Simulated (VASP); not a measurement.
# CaS: single point with PBE

Crystal: CaS.

```
Ca S
1.0
     0.00000    2.85573    2.85573
     2.85573    0.00000    2.85573
     2.85573    2.85573    0.00000
Ca S
1 1
Direct
  0.50000 0.50000 0.50000
  0.00000 0.00000 0.00000
```

The cell was built by a generator and needn't be a form met in nature.

| Item | Value |
| --- | --- |
| Program | VASP 6.6.1 |
| Task | single point |
| Functional | PBE |
| Potentials or basis | VASP PAW PBE potentials, release 64 (Ca_sv, S) |
| Cutoff | 520 eV |
| k mesh | 8 × 8 × 8 |
| Occupations | fermi-dirac, width 0.1 eV |
| Spin | no spin polarisation |
| Dipole correction | no |
| Further INCAR settings | ALGO = Normal; EDIFF = 1e-06; NBANDS = 15 |

```json
{"Pressure": "0.2 GPa", "Band gap on the k mesh": "2.38 eV, indirect (least direct gap 3.18 eV)"}
```

Levels at points of the mesh, in eV from the valence-band top:
```
           k point  band 5  band 6  band 7  band 8  band 9  band 10  band 11  band 12
(0.00, 0.00, 0.00)  -11.30    0.00    0.00    0.00    4.09     4.17     4.17     4.17
(0.50, 0.00, 0.00)  -10.51   -3.06   -1.14   -1.14    5.20     6.03     6.17     6.17
(0.50, 0.50, 0.00)  -10.68   -2.26   -0.80   -0.80    2.38     5.59     5.98     6.73
```

Run time: 21 s on 1 thread of AMD EPYC 7R13 Processor (Zen 3) (shared host), peak memory 0.14 GiB.

A k mesh can miss the band edges. PBE gaps usually lie below the measured ones, often by a third to a half.
